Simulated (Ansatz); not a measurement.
**SrO: relaxation of cell and atoms with LDA**

The system is SrO.

```
Sr O
1.0
     0.00000    2.56630    2.56630
     2.56630    0.00000    2.56630
     2.56630    2.56630    0.00000
Sr O
1 1
Direct
  0.50000 0.50000 0.50000
  0.00000 0.00000 0.00000
```

```
Program             : Ansatz 0.2.0
Task                : relaxation of cell and atoms
Functional          : LDA
Potentials or basis : all-electron LAPW, scalar-relativistic
Basis error allowed : 0.001 eV/atom
k mesh              : 9 × 9 × 9
Occupations         : fermi-dirac, width 0.05 eV
Spin                : no spin polarisation
```

```json
{"Relaxed volume": "16.23 Å³/atom", "Relaxed cell": "a = 3.581 Å, b = 3.581 Å, c = 3.581 Å, α = 60.00°, β = 60.00°, γ = 60.00°", "Space group after relaxing (to 0.05 Å)": "Fm-3m (No. 225)", "Energy gained by relaxing": "8.2 meV/atom", "Ionic steps": "4", "Pressure after relaxing": "0.0 GPa", "Band gap on the k mesh": "3.18 eV"}
```

The path:
```
step  energy change (eV)  largest force (eV/Å)  volume (Å³)
   1              0.0000                0.0000        33.80
   2             -0.0163                0.0000        32.57
   3             -0.0164                0.0000        32.47
   4             -0.0164                0.0000        32.47
```

Final structure:
```cif
data_structure
_symmetry_space_group_name_H-M 'P 1'
_symmetry_Int_Tables_number 1
_cell_length_a 3.5809
_cell_length_b 3.5809
_cell_length_c 3.5809
_cell_angle_alpha 60.000
_cell_angle_beta 60.000
_cell_angle_gamma 60.000
_cell_volume 32.47
loop_
_atom_site_label
_atom_site_type_symbol
_atom_site_fract_x
_atom_site_fract_y
_atom_site_fract_z
_atom_site_occupancy
Sr1 Sr 0.50000 0.50000 0.50000 1
O1 O 0.00000 0.00000 0.00000 1
```

Run time: 17 s on 1 thread of Arm Neoverse V1, on a shared host, peak memory 0.27 GiB.

Caveat: an odd mesh through Γ misses points on the zone boundary, where band edges often lie. Zero-point motion and thermal expansion aren't in these numbers.
